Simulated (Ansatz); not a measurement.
**Equation of state of BaTiO3 from a dense series**

```
CELL_PARAMETERS angstrom
2.82767 1.63255 2.31773
-2.82767 1.63255 2.31773
0.00000 -3.26511 2.31773
ATOMIC_POSITIONS crystal
Ba 0.00000 0.00000 0.00000
Ti 0.51400 0.51400 0.51400
O 0.49160 0.49160 0.98150
O 0.49160 0.98150 0.49160
O 0.98150 0.49160 0.49160
```

Atoms are numbered in the order listed.

The geometry is COD entry 9014756, unchecked; take it as a test cell.

Spin–orbit coupling is left out, though it moves levels of the heavy atoms by tenths of an eV or more.

All numbers below come from DFT, LDA, all-electron LAPW, scalar-relativistic in Ansatz 0.2.0.

The runs use a Γ-centred 9×9×9 k mesh, Fermi–Dirac smearing of 0.05 eV, basis error target 1 meV/atom, no spin polarisation.

The cell is scaled evenly. Fractional coordinates are held (clamped ions).

```csv
V (Å³/atom),P (GPa)
12.326,1.28
12.582,-2.55
12.711,-4.30
12.839,-5.96
12.968,-7.53
13.096,-9.01
13.353,-11.74
13.610,-14.17
```

Fit a third-order Birch–Murnaghan curve to the pressures.

P = (3B0/2)(y^(7/2) − y^(5/2))[1 + (3/4)(B0′ − 4)(y − 1)] with y = (V0/V)^(2/3) fits within 0.01 GPa for V0 = 12.408 Å³/atom, B0 = 188.5 GPa and B0′ = 4.48.

Predict the pressure at the withheld volume, 12.069 Å³/atom.

There y = 1.0187, so the fit gives 5.56 GPa; the run gave 5.56 GPa.
